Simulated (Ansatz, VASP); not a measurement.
**Two plane-wave programs on PtS2**

File INCAR:

```
ALGO     = Normal         # electronic algorithm
EDIFF    = 1E-6           # SCF threshold, eV
ENCUT    = 520            # plane-wave cutoff, eV
GGA      = PE             # functional
ISIF     = 2              # what is computed and relaxed
ISMEAR   = 0              # smearing method
LASPH    = T              # aspherical terms in the spheres
LCHARG   = T              # write CHGCAR
LELF     = T              # ELF
LREAL    = F              # projectors in reciprocal space
LVHAR    = T            
LWAVE    = F              # write WAVECAR
NBANDS   = 18             # bands
NELM     = 100            # most SCF steps
PREC     = Accurate       # precision mode
SIGMA    = 0.05           # smearing width, eV
```

KPOINTS

```
k-points
0
Gamma
  12 12 8
```

File POSCAR:

```
PtS2
1.0
    3.6317794627      0.0000000000      0.0000000000
   -1.8158897313      3.1452132756      0.0000000000
    0.0000000000      0.0000000000      4.7868600000
Pt S
1 2
Direct
    0.0000000000      0.0000000000      0.0000000000
    0.3333333333      0.6666666667      0.2500000000
    0.6666666667      0.3333333333      0.7500000000
```

Input for Ansatz:

```yaml
crystal:
  lattice:
    - [3.6317794627, 0.0, 0.0]
    - [-1.8158897313, 3.1452132756, 0.0]
    - [0.0, 0.0, 4.78686]
  atoms:
    - { symbol: Pt, position: [0.0, 0.0, 0.0] }
    - { symbol: S, position: [0.3333333333, 0.6666666667, 0.25] }
    - { symbol: S, position: [0.6666666667, 0.3333333333, 0.75] }
basis:
  ecutwfc: 420
kpoints:
  mp_grid: { grid: [12, 12, 8] }
hamiltonian:
  xc: pbe
scf:
  occupations: { method: gaussian, width: 0.05 }
output:
  forces: true
  stress: true
  eigenvalues: true
```

Change from the starting cell: strain +0.025 along x and y, -0.050 along z, atoms carried along.

Alike in both runs: task single point; functional PBE; k mesh 12 × 12 × 8; occupations gaussian, width 0.05 eV; no spin polarisation.

|  | VASP | Ansatz |
| --- | --- | --- |
| version | VASP 6.6.1 | Ansatz 0.2.0 |
| potentials or method | VASP PAW PBE potentials, release 64 (Pt, S) | scalar-relativistic, plane waves, PAW |
| plane-wave cutoff (eV) | 520 | 420 |
| valence electrons in the cell | 22 | 30 |

Ansatz gave:

* gap on the k mesh at the Fermi level (eV): 0.22
* least direct gap on the mesh (eV): 0.69
* pressure (GPa): -0.1
* largest component of the traceless stress (GPa): 1.88
* rms of the force components (eV/Å): 0.066

Task: Which values does VASP return?

Result: gap on the k mesh at the Fermi level (eV): 0.23; least direct gap on the mesh (eV): 0.69; pressure (GPa): -0.5; largest component of the traceless stress (GPa): 2.03; rms of the force components (eV/Å): 0.083.

Atom by atom the forces differ by 0.017 eV/Å (rms over components). With one functional, cell and mesh, what is left measures potentials, basis and numerics. The two sets of potentials don't hold the same shells in valence.

Caveats: spin-orbit coupling is left out, which moves the levels of the heavy elements; the cell's inner coordinates are idealised or old, which leaves forces on the atoms.
